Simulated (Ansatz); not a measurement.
# Si (P6/mmm) in Ansatz: settings compared

The runs below take Si through relaxation of cell and atoms, with RPBE, revPBE, BLYP, r2SCAN.

Everything below comes from runs of Ansatz 0.2.0. Logs are shortened: lines on timing, memory, paths and dates and some standing lists are left out, and cuts for length are marked.

### Step 1. The structure

It takes space group P6/mmm (No. 191, hexagonal). Conventional cell: a = 2.621 Å, b = 2.621 Å, c = 2.466 Å, α = 90.00°, β = 90.00°, γ = 120.00°. Si (site symmetry 6/mmm) is surrounded by 8 Si at 2.47 to 2.62 Å.

This isn't the form of Si at room conditions, which is diamond.

### Step 2. Relaxation of cell and atoms, RPBE

Input file input.yaml:

```yaml
crystal:
  lattice:
    - [2.6205428149, 0.0, 0.0]
    - [-1.3102714075, 2.2694566494, 0.0]
    - [0.0, 0.0, 2.46635439]
  atoms:
    - { symbol: Si, position: [0.0, 0.0, 0.0] }
hamiltonian:
  xc: rpbe
  pseudopotentials: { kind: paw }
kpoints:
  mp_grid: { grid: [12, 12, 11] }
scf:
  occupations: { method: fermi_dirac, width: 0.05 }
output:
  forces: true
  stress: true
  eigenvalues: true
relax:
  f_tol: 0.01
  max_steps: 40
  cell: { stress_tol: 0.05 }
```

Potentials or basis: Ansatz PAW.

The run is started by

```console
$ ansatz run input.yaml --threads 2 --pin off --max-ram 5632MiB --backend cpu --events-out ev --progress --plain --runs-dir out
```

The program printed:

```text
Warning: RAYON_NUM_THREADS=2 ignored (pool sized by the plan → 2); use --threads N
Engine: ansatz 0.2.0, aarch64-unknown-linux-gnu
Pseudopotentials: kind: paw
Pseudopotential: Si, paw, valence charge 4, recommended cutoff 420 eV (normal), Si.paw.azcp
Functional definition: RPBE
  parameter kappa = 0.804
  parameter beta = 0.06672455060314922
  exchange = rpbe_x(kappa = kappa, mu = beta*pi^2/3)
  correlation = pbe_c(beta = beta)
Crystal: 1 atoms, lattice volume = 14.668 Å³
Basis set: ecut = 420 eV, 279 PW (Γ), exchange–correlation on 36×36×36 points (8 copies of the dense FFT grid, shifted against one another)
Bands: 6, of which v1, the nominal top of the filled ones, is band 2 counted from 1 (1 counted from 0)
Symmetry: 24 space group operations
Space group: P6/mmm (ITA 191), of the structure as read, at distance tolerance 2.4e-5 Å
k-points: 114 of 1584
Non-local potential: Si, projectors of the file, l = 0: 2, l = 1: 2, l = 2: 2
PAW form: soft (Blöchl's): semilocal exchange-correlation on the pseudo side does not see the compensation charge
PAW frozen core: Si, regenerated for the run's functional, and the local potential with it (the file was generated under x = pbe(κ = 0.804, μ = 0.2195149727645171), c = pbe(β = 0.06672455060314922))
PAW one-centre angular grid: Si, 110 points (default); XC on 64 Gauss nodes
Initial density: superposition of atomic densities (neutral atoms: chi_scale 0, normalization atom), corrected by the library's trained network
Initial wavefunctions: pseudopotential atomic-orbital guess
Functional: x = rpbe, c = pbe(β = 0.06672455060314922)
SCF iter   1: F=—  HF=-638.561734 eV  |F-HF|=—  |Δ(HF+E_count)|=         —  Δρ=2.66e-3  dr2=7.46e-4  ethr=1.77e-3  ⟨swp⟩=5.2  Hψ=6425  notcnv=0
preconditioner: auto → none  [metal: Δε(μ)=0.043 eV  Ē_g=13.932 eV  σ=0.050 eV  W_gap=0.21  n_scr=0 (ndim 8)  ℏωp=19.4 eV  f_vac=0.000  D(μ)=0.39/eV (n_scr^D=0)]
SCF iter   2: F=—  HF=-638.561646 eV  |F-HF|=—  |Δ(HF+E_count)|=   8.83e-5  Δρ=1.20e-3  dr2=1.33e-4  ethr=1.87e-5  ⟨swp⟩=1.3  Hψ=1640  notcnv=0
SCF iter   3: F=—  HF=-638.561648 eV  |F-HF|=—  |Δ(HF+E_count)|=   2.12e-6  Δρ=1.24e-4  dr2=1.27e-6  ethr=3.31e-6  ⟨swp⟩=2.0  Hψ=888  notcnv=0
SCF iter   4: F=—  HF=-638.561628 eV  |F-HF|=—  |Δ(HF+E_count)|=   1.99e-5  Δρ=3.21e-5  dr2=9.68e-8  ethr=3.18e-8  ⟨swp⟩=1.1  Hψ=682  notcnv=0
iter 5 did not close the SCF: its close was put off for the readings that it lacked (scf_convergence_deferred on its scf_iter line)
SCF iter   5: F=-638.561628 eV  HF=-638.561628 eV  |F-HF|=1.89e-11  |Δ(HF+E_count)|=   5.21e-8  Δρ=1.33e-6  dr2=1.32e-10  ethr=2.42e-9  ⟨swp⟩=2.0  Hψ=897  notcnv=0
SCF iter   6: F=-638.561628 eV  HF=-638.561628 eV  |F-HF|=0.00e0  |Δ(HF+E_count)|=  3.59e-11  Δρ=1.27e-7  dr2=2.08e-12  ethr=3.31e-12  ⟨swp⟩=1.4  Hψ=2077  notcnv=0
SCF 1 converged in 6 iterations: F = -638.561628 eV  dr2 = 2.08e-12
relax step   1: F+E_penalty+E_count = -638.56162783 eV  Δ(F+E_penalty+E_count) = +0.000e0 eV  max|allowed force component| = 0.000e0 eV/Å  Δτ_max = 0.0000 Å  P = +4.617 GPa  Ω = 14.668 Å³  (6 SCF iters, dr2 threshold 1.00e-7 eV, accepted)
Crystal: 1 atoms, lattice volume = 15.096 Å³
Basis set: ecut = 420 eV, 315 PW (Γ), exchange–correlation on 36×36×36 points (8 copies of the dense FFT grid, shifted against one another)
Initial density: handed on by an earlier stage of this run
Initial wavefunctions: those handed on with the density
iter 1 solved again at ethr=7.41e-6 eV; its pass at ethr=3.10e-3 eV (dr2=2.96e-4 eV) is discarded
SCF iter   1: F=—  HF=-638.570527 eV  |F-HF|=—  |Δ(HF+E_count)|=         —  Δρ=1.52e-3  dr2=2.96e-4  ethr=7.41e-6  ⟨swp⟩=1.0  Hψ=6940  notcnv=0
preconditioner: auto → none  [insulator: Δε(μ)=0.178 eV  Ē_g=13.687 eV  σ=0.050 eV  W_gap=0.67  n_scr=0 (ndim 8)  ℏωp=19.1 eV  f_vac=0.000  D(μ)=0.30/eV (n_scr^D=0)  ε∞_Penn≈3.0]
SCF iter   2: F=—  HF=-638.570429 eV  |F-HF|=—  |Δ(HF+E_count)|=   9.86e-5  Δρ=6.46e-4  dr2=4.66e-5  ethr=7.39e-6  ⟨swp⟩=1.0  Hψ=684  notcnv=0
SCF iter   3: F=—  HF=-638.570394 eV  |F-HF|=—  |Δ(HF+E_count)|=   3.43e-5  Δρ=6.60e-5  dr2=4.32e-7  ethr=1.17e-6  ⟨swp⟩=1.9  Hψ=850  notcnv=0
SCF iter   4: F=-638.570394 eV  HF=-638.570394 eV  |F-HF|=3.60e-10  |Δ(HF+E_count)|=   3.65e-8  Δρ=3.97e-6  dr2=1.23e-9  ethr=2.50e-9  ⟨swp⟩=5.0  Hψ=3570  notcnv=0
SCF 2 converged in 4 iterations: F = -638.570394 eV  dr2 = 1.23e-9
relax step   2: F+E_penalty+E_count = -638.57039449 eV  Δ(F+E_penalty+E_count) = -8.767e-3 eV  max|allowed force component| = 0.000e0 eV/Å  Δτ_max = 0.0000 Å  P = +1.112 GPa  Ω = 15.096 Å³  energy of the carried Pulay correction = -5.371e-5 eV  (4 SCF iters, dr2 threshold 1.00e-7 eV, accepted)
Crystal: 1 atoms, lattice volume = 15.235 Å³
iter 1 solved again at ethr=1.03e-6 eV; its pass at ethr=3.10e-3 eV (dr2=4.11e-5 eV) is discarded
SCF iter   1: F=—  HF=-638.571069 eV  |F-HF|=—  |Δ(HF+E_count)|=         —  Δρ=5.51e-4  dr2=4.14e-5  ethr=1.03e-6  ⟨swp⟩=1.2  Hψ=6552  notcnv=0
preconditioner: auto → none  [insulator: Δε(μ)=0.213 eV  Ē_g=13.610 eV  σ=0.050 eV  W_gap=0.72  n_scr=0 (ndim 8)  ℏωp=19.0 eV  f_vac=0.000  D(μ)=0.28/eV (n_scr^D=0)  ε∞_Penn≈3.0]
SCF iter   2: F=—  HF=-638.571038 eV  |F-HF|=—  |Δ(HF+E_count)|=   3.14e-5  Δρ=2.29e-4  dr2=6.18e-6  ethr=1.03e-6  ⟨swp⟩=1.0  Hψ=684  notcnv=0
SCF iter   3: F=-638.571036 eV  HF=-638.571036 eV  |F-HF|=2.04e-9  |Δ(HF+E_count)|=   1.82e-6  Δρ=2.40e-5  dr2=6.07e-8  ethr=2.50e-9  ⟨swp⟩=3.7  Hψ=3118  notcnv=0
SCF 3 converged in 3 iterations: F = -638.571036 eV  dr2 = 6.07e-8
relax step   3: F+E_penalty+E_count = -638.57103596 eV  Δ(F+E_penalty+E_count) = -6.415e-4 eV  max|allowed force component| = 0.000e0 eV/Å  Δτ_max = 0.0000 Å  P = +0.079 GPa  Ω = 15.235 Å³  energy of the carried Pulay correction = -7.033e-5 eV  (3 SCF iters, dr2 threshold 1.00e-7 eV, accepted)
Crystal: 1 atoms, lattice volume = 15.246 Å³
iter 1 solved again at ethr=5.14e-9 eV; its pass at ethr=3.10e-3 eV (dr2=2.05e-7 eV) is discarded
SCF iter   1: F=—  HF=-638.571055 eV  |F-HF|=—  |Δ(HF+E_count)|=         —  Δρ=4.51e-5  dr2=2.05e-7  ethr=5.14e-9  ⟨swp⟩=1.0  Hψ=6504  notcnv=0
preconditioner: auto → none  [insulator: Δε(μ)=0.212 eV  Ē_g=13.604 eV  σ=0.050 eV  W_gap=0.71  n_scr=0 (ndim 8)  ℏωp=19.0 eV  f_vac=0.000  D(μ)=0.28/eV (n_scr^D=0)  ε∞_Penn≈3.0]
SCF iter   2: F=—  HF=-638.571037 eV  |F-HF|=—  |Δ(HF+E_count)|=   1.81e-5  Δρ=2.40e-5  dr2=5.46e-8  ethr=5.11e-9  ⟨swp⟩=2.0  Hψ=880  notcnv=0
SCF iter   3: F=-638.571037 eV  HF=-638.571037 eV  |F-HF|=1.03e-10  |Δ(HF+E_count)|=   2.66e-9  Δρ=1.57e-6  dr2=3.40e-10  ethr=4.78e-10  ⟨swp⟩=4.0  Hψ=1707  notcnv=0
SCF 4 converged in 3 iterations: F = -638.571037 eV  dr2 = 3.40e-10
relax step   4: F+E_penalty+E_count = -638.57103726 eV  Δ(F+E_penalty+E_count) = -1.302e-6 eV  max|allowed force component| = 0.000e0 eV/Å  Δτ_max = 0.0000 Å  P = +0.001 GPa  Ω = 15.246 Å³  energy of the carried Pulay correction = -7.176e-5 eV  (3 SCF iters, dr2 threshold 1.91e-8 eV, accepted)
Initial wavefunctions: pseudopotential atomic-orbital guess (no wavefunctions were taken with the density)
iter 1 solved again at ethr=6.85e-8 eV; its pass at ethr=3.10e-3 eV (dr2=2.74e-6 eV) is discarded
SCF iter   1: F=—  HF=-638.571147 eV  |F-HF|=—  |Δ(HF+E_count)|=         —  Δρ=2.25e-5  dr2=7.33e-9  ethr=6.85e-8  ⟨swp⟩=3.2  Hψ=8526  notcnv=0
SCF iter   2: F=—  HF=-638.571128 eV  |F-HF|=—  |Δ(HF+E_count)|=   1.90e-5  Δρ=1.13e-5  dr2=1.59e-9  ethr=1.83e-10  ⟨swp⟩=2.0  Hψ=917  notcnv=0
SCF iter   3: F=—  HF=-638.571128 eV  |F-HF|=—  |Δ(HF+E_count)|=   3.08e-8  Δρ=2.29e-6  dr2=8.95e-11  ethr=3.99e-11  ⟨swp⟩=2.0  Hψ=910  notcnv=0
SCF iter   4: F=-638.571128 eV  HF=-638.571128 eV  |F-HF|=7.96e-13  |Δ(HF+E_count)|=   1.25e-9  Δρ=2.92e-7  dr2=7.62e-12  ethr=1.00e-12  ⟨swp⟩=5.0  Hψ=1942  notcnv=0
SCF 5 converged in 4 iterations: F = -638.571128 eV  dr2 = 7.62e-12
relax step   5: F+E_penalty+E_count = -638.57112842 eV  Δ(F+E_penalty+E_count) = -9.115e-5 eV  max|allowed force component| = 0.000e0 eV/Å  Δτ_max = 0.0000 Å  P = +0.014 GPa  Ω = 15.246 Å³  stress off target by 1.64e-2 GPa  SCF on the basis re-selected at this cell (its energy is not comparable with the rows above)  (4 SCF iters)
basis re-selected at this cell: Δ(F+E_penalty+E_count) = -9.115e-5 eV, ΔP = +0.013 GPa vs the last step (what re-selecting the basis moved, of the pressure what is left beyond the Pulay correction that the steps carried, after the strain that the cell walked since its last selection, with what the two solves' SCF thresholds leave and, on support functions, any second-order correction that the steps lacked; it is no measure of the basis error at this ecutwfc). This SCF's stress stands 1.64e-2 GPa from its target on what of the cell is left free (relax.cell.stress_tol is 5.00e-2 GPa) and its largest allowed force component is 0.00e0 eV/Å (relax.f_tol is 1.00e-2 eV/Å): within both
SCF converged after 4 iterations
Free energy (F): -638.571128 eV
Harris-Foulkes:  -638.571128 eV  (|F-HF|=7.96e-13)
Internal energy: -638.568650 eV  (E = F + TS)
E sigma→0 (E₀):  -638.569889 eV
Entropy (-TS):   -0.002478 eV (-2.478 meV/atom)
Fermi energy:    9.773119 eV
--- Per-component energies (eV) ---
  E_band       = 17.344981
  E_kinetic    = 40.709524
  E_local      = -1.155016  (includes V_loc(G=0)·N_el)
  E_nonlocal   = 24.731961
  E_hartree    = 1.108152
  E_xc         = -55.743619
  E_vxc        = -47.321721  (∫ρ·V_xc dr)
  E_paw        = -515.319378  (= ΣΔE_a)
  E_vpaw       = -1.836079  (= ΣTr[D̂ρ^β])
  E_aug_tail   = 0.000007  (compensation charges beyond the density's cutoff)
  E_ewald      = -132.876298
  E_core_change = -0.023983  (= ΣΔE_core)
  E_smearing   = -0.002478  (= −TS)
  E_closure    = 0.000000  (closes the sum)
  Σ components = -638.571128   (vs F -638.571128, Δ=0.00e0)
--- Forces (eV/Å), atoms counted from 1 ---
  atom   1  Si     0.00000000     0.00000000     0.00000000
  max |Σ_I F_I| component: 0.00e0 eV/Å
--- Stress (GPa, compression-positive) ---
        0.012783      -0.000000      -0.000000
       -0.000000       0.012783      -0.000000
       -0.000000      -0.000000       0.016416
  P = ⅓ Tr σ = 0.0140 GPa (0.140 kbar)
--- Band table (eV; the first three rows and the last of 114) ---
  k-point 0: bands = ["-3.9963", "17.1609", "17.2703", "20.0523", "20.0523", "22.0353"]
  k-point 1: bands = ["-3.8111", "13.9308", "20.1978", "20.1978", "20.4558", "22.1818"]
  k-point 2: bands = ["-3.2584", "10.7865", "20.6313", "20.6313", "22.6058", "22.6058"]
  k-point 113: bands = ["8.4923", "8.8137", "8.8137", "11.0322", "13.9636", "13.9636"]
--- Relaxed structure (4 steps of the walk, 4 accepted, 1 SCFs on fresh bases) ---
  F+E_penalty+E_count = -638.57112842 eV   max|allowed force component| = 0.000e0 eV/Å   (the final SCF, on the basis selected at the relaxed cell)
  cell:  # Å, volume = 15.2458 Å³
    - [2.6451510535461824, 2.913860570796954e-11, -1.432316927652719e-18]
    - [-1.3225755267983261, 2.2907680092035965, 7.161584638400396e-19]
    - [-1.3480417577259738e-18, 1.6558657864583731e-32, 2.5160465438908095]
  atoms:
    - { symbol: Si, position: [0.0, 0.0, 0.0] }
```

Wall time 2.9 s (2 threads of Arm Neoverse V1, shared host); peak memory 0.27 GiB.

Results:

```
Free energy                            : -638.5711 eV
Relaxed volume                         : 15.25 Å³/atom
Relaxed cell                           : a = 2.645 Å, b = 2.645 Å, c = 2.516 Å, α = 90.00°, β = 90.00°, γ = 120.00°
Space group after relaxing (to 0.05 Å) : P6/mmm (No. 191)
Energy gained by relaxing              : 9.5 meV/atom
Ionic steps                            : 5
Pressure after relaxing                : 0.0 GPa
Band gap on the k mesh                 : none (metal or under the smearing width)
```

The path:
| step | energy change (eV) | largest force (eV/Å) | volume (Å³) |
| --- | --- | --- | --- |
| 1 | 0.0000 | 0.0000 | 14.67 |
| 2 | -0.0088 | 0.0000 | 15.10 |
| 3 | -0.0094 | 0.0000 | 15.23 |
| 4 | -0.0094 | 0.0000 | 15.25 |
| 5 | -0.0095 | 0.0000 | 15.25 |

Final structure:
```yaml
crystal:
  lattice:
    - [2.64515, 0.00000, 0.00000]
    - [-1.32258, 2.29077, 0.00000]
    - [0.00000, 0.00000, 2.51605]
  atoms:
    - { symbol: Si, position: [0.00000, 0.00000, 0.00000] }
```

Caveat: the plane-wave basis is chosen anew once the cell has moved, so the energies of steps on either side of that aren't comparable; the PAW data sets come from PBE, with cores solved anew for the run's functional, which leaves a small shift of forces and pressure.

### Step 3. Relaxation of cell and atoms, revPBE

input.yaml, as its differences from that of step 2:

```diff
@@ -8,3 +8,3 @@
 hamiltonian:
-  xc: rpbe
+  xc: revpbe
   pseudopotentials: { kind: paw }
```

Potentials or basis: Ansatz PAW.

The run is started by

```console
$ ansatz run input.yaml --threads 2 --pin off --max-ram 5632MiB --backend cpu --events-out ev --progress --plain --runs-dir out
```

It took 2.9 s on 2 threads of Arm Neoverse V1, shared host; peak memory 0.27 GiB.

It converged, with:

```yaml
Free_energy: -637.7117 eV
Relaxed_volume: 15.20 Å³/atom
Relaxed_cell: a = 2.642 Å, b = 2.642 Å, c = 2.513 Å, α = 90.00°, β = 90.00°, γ = 120.00°
Space_group_after_relaxing_to_0.05_Å: P6/mmm (No. 191)
Energy_gained_by_relaxing: 8.2 meV/atom
Ionic_steps: 5
Pressure_after_relaxing: 0.0 GPa
Band_gap_on_the_k_mesh: none (metal or under the smearing width)
```

The path:
```csv
step,energy change (eV),largest force (eV/Å),volume (Å³)
1,0.0000,0.0000,14.67
2,-0.0076,0.0000,15.06
3,-0.0081,0.0000,15.19
4,-0.0081,0.0000,15.20
5,-0.0082,0.0000,15.20
```

Final structure:
```
CELL_PARAMETERS angstrom
2.64218 0.00000 0.00000
-1.32109 2.28820 0.00000
0.00000 0.00000 2.51341
ATOMIC_POSITIONS crystal
Si 0.00000 0.00000 0.00000
```

Levels at points of the mesh, in eV from the Fermi level:
```tsv
k point	band 1	band 2	band 3	band 4	band 5
(0.00, 0.00, 0.00)	-13.79	7.40	7.51	10.30	10.30
(0.00, -0.50, 0.00)	-7.41	-6.56	5.19	6.60	12.28
```

Caveat: the plane-wave basis is chosen anew once the cell has moved, so the energies of steps on either side of that aren't comparable; the PAW data sets come from PBE, with cores solved anew for the run's functional, which leaves a small shift of forces and pressure.

### Step 4. Relaxation of cell and atoms, BLYP

input.yaml, as its differences from that of step 3:

```diff
@@ -8,3 +8,3 @@
 hamiltonian:
-  xc: revpbe
+  xc: blyp
   pseudopotentials: { kind: paw }
@@ -18,2 +18,6 @@
   eigenvalues: true
+  write_density: true
+  write_potential: true
+  elf: true
+  volumetric_format: npy
 relax:
```

The run is started by

```console
$ ansatz run input.yaml --threads 2 --pin off --max-ram 5632MiB --backend cpu --events-out ev --progress --plain --runs-dir out
```

Run time: 5 s. Hardware: 2 threads of Arm Neoverse V1, shared host; peak memory 0.27 GiB.

It converged, with:

```yaml
Free_energy: -638.8333 eV
Relaxed_volume: 16.30 Å³/atom
Relaxed_cell: a = 2.712 Å, b = 2.712 Å, c = 2.559 Å, α = 90.00°, β = 90.00°, γ = 120.00°
Space_group_after_relaxing_to_0.05_Å: P6/mmm (No. 191)
Energy_gained_by_relaxing: 47.0 meV/atom
Ionic_steps: 8
Pressure_after_relaxing: 0.0 GPa
Band_gap_on_the_k_mesh: none (metal or under the smearing width)
```

The path:
| step | energy change (eV) | largest force (eV/Å) | volume (Å³) |
| --- | --- | --- | --- |
| 1 | 0.0000 | 0.0000 | 14.67 |
| 2 | -0.0406 | 0.0000 | 15.66 |
| 3 | -0.0462 | 0.0000 | 16.16 |
| 4 | -0.0464 | 0.0000 | 16.28 |
| 5 | -0.0464 | 0.0000 | 16.28 |
| 6 | -0.0470 | 0.0000 | 16.28 |
| 7 | -0.0470 | 0.0000 | 16.30 |
| 8 | -0.0470 | 0.0000 | 16.30 |

Final structure:
```
CELL_PARAMETERS angstrom
2.71197 0.00000 0.00000
-1.35598 2.34863 0.00000
0.00000 0.00000 2.55852
ATOMIC_POSITIONS crystal
Si 0.00000 0.00000 0.00000
```

Levels at points of the mesh, in eV from the Fermi level:
```csv
k point,band 1,band 2,band 3,band 4,band 5
"(0.00, 0.00, 0.00)",-13.16,7.20,7.37,9.15,9.15
"(0.00, -0.50, 0.00)",-7.41,-6.00,4.66,6.52,11.29
```

Caveat: the plane-wave basis is chosen anew once the cell has moved, so the energies of steps on either side of that aren't comparable; the PAW data sets come from PBE, with cores solved anew for the run's functional, which leaves a small shift of forces and pressure.

### Step 5. Relaxation of cell and atoms, r2SCAN

input.yaml, as its differences from that of step 4:

```diff
@@ -8,3 +8,3 @@
 hamiltonian:
-  xc: blyp
+  xc: r2scan
   pseudopotentials: { kind: paw }
@@ -18,6 +18,2 @@
   eigenvalues: true
-  write_density: true
-  write_potential: true
-  elf: true
-  volumetric_format: npy
 relax:
```

The run is started by

```console
$ ansatz run input.yaml --threads 2 --pin off --max-ram 5632MiB --backend cpu --events-out ev --progress --plain --runs-dir out
```

Run time: 4.8 s. Hardware: 2 threads of Arm Neoverse V1, shared host; peak memory 0.31 GiB.

Results (log left out):

* Free energy: -638.6397 eV
* Relaxed volume: 14.89 Å³/atom
* Relaxed cell: a = 2.623 Å, b = 2.623 Å, c = 2.499 Å, α = 90.00°, β = 90.00°, γ = 120.00°
* Space group after relaxing (to 0.05 Å): P6/mmm (No. 191)
* Energy gained by relaxing: 3.2 meV/atom
* Ionic steps: 4
* Pressure after relaxing: 0.0 GPa
* Band gap on the k mesh: none (metal or under the smearing width)

The path:
```
step  energy change (eV)  largest force (eV/Å)  volume (Å³)
   1              0.0000                0.0000        14.67
   2             -0.0029                0.0000        14.84
   3             -0.0031                0.0000        14.89
   4             -0.0032                0.0000        14.89
```

Final structure:
```
Si
1.0
     2.62281    0.00000    0.00000
    -1.31141    2.27142    0.00000
     0.00000    0.00000    2.49934
Si
1
Cartesian
  0.0000 0.0000 0.0000
```

Levels at points of the mesh, in eV from the Fermi level:
| k point | band 1 | band 2 | band 3 | band 4 | band 5 | band 6 |
| --- | --- | --- | --- | --- | --- | --- |
| (0.00, 0.00, 0.00) | -14.71 | 7.79 | 7.99 | 11.24 | 11.24 | 13.13 |
| (0.00, -0.50, 0.00) | -7.79 | -7.04 | 5.67 | 7.01 | 13.28 | 15.55 |

Caveat: the plane-wave basis is chosen anew once the cell has moved, so the energies of steps on either side of that aren't comparable; the PAW data sets come from PBE, with cores solved anew for the run's functional, which leaves a small shift of forces and pressure.

### Step 6. Summary

| level | cutoff (eV) | gap on the mesh (eV) | pressure (GPa) | relaxed volume (Å³/atom) |
| --- | --- | --- | --- | --- |
| RPBE | 420 | none | 0.0 | 15.25 |
| revPBE | 420 | none | 0.0 | 15.20 |
| BLYP | 420 | none | 0.0 | 16.30 |
| r2SCAN | 500 | none | 0.0 | 14.89 |

Alike in all rows: task relaxation of cell and atoms; potentials or basis Ansatz PAW; no spin polarisation; cell relaxed; k mesh 12 × 12 × 11; smearing fermi-dirac 0.05 eV.

Caveats: the plane-wave basis is chosen anew once the cell has moved, so the energies of steps on either side of that aren't comparable; the PAW data sets come from PBE, with cores solved anew for the run's functional, which leaves a small shift of forces and pressure.

Absolute energies hang on the potentials; compare differences alone.
